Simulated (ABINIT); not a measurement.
Runs of ABINIT 10.8.3 (patched build) on CdF2. Symmetry: Fm-3m, No. 225, cubic system. Conventional cell: a = 5.388 Å, b = 5.388 Å, c = 5.388 Å, α = 90.00°, β = 90.00°, γ = 90.00°. Around Cd (site symmetry m-3m) lie 8 F at 2.33 Å. F (site symmetry -43m) is surrounded by 4 Cd at 2.33 Å. 

| task | level | potentials or basis | k mesh | cutoff (eV) | fine-grid cutoff | gap on the mesh (eV) | pressure (GPa) |
| --- | --- | --- | --- | --- | --- | --- | --- |
| single point | LDA | JTH PAW LDA v2.0 | 7 × 7 × 7 | 626 | 1224.51 eV | (b) | -6.0 |
| single point | LDA | JTH PAW LDA v2.0 | 5 × 5 × 5 | 626 | 1224.51 eV | 2.86 | -6.0 |
| single point | PBEsol | JTH PAW PBE v2.0 | 7 × 7 × 7 | 626 | 1224.51 eV | 2.96 | -0.5 |
| single point | r2SCAN | JTH PAW PBE v2.0 | 7 × 7 × 7 | 762 | 1360.57 eV | (a) | -1.2 |
| band structure | PBEsol | JTH PAW PBE v2.0 | 9 × 9 × 9 | 626 | 1224.51 eV | 2.93 | -0.5 |
| single point | PBEsol | JTH PAW PBE v2.0 | 5 × 5 × 5 | 626 | 1224.51 eV | 2.99 | -0.5 |
| band structure | rPW86PBE | JTH PAW PBE v2.0 | 9 × 9 × 9 | 626 | 1224.51 eV | (c) | 7.5 |

Alike in all rows: no spin polarisation; cell as given; smearing fermi-dirac 0.05 eV.

Task: Fill in the values left out.

Result: (a) 3.82; (b) 2.83; (c) 3.01.

Caveats: an odd mesh through Γ misses points on the zone boundary, where band edges often lie (some runs); the PAW data sets were made with another functional, which shifts forces and pressure a little (some runs).

A k mesh can miss the band edges, and the runs leave out spin-orbit coupling on Cd.

Runs at the PBE level aren't shown here.
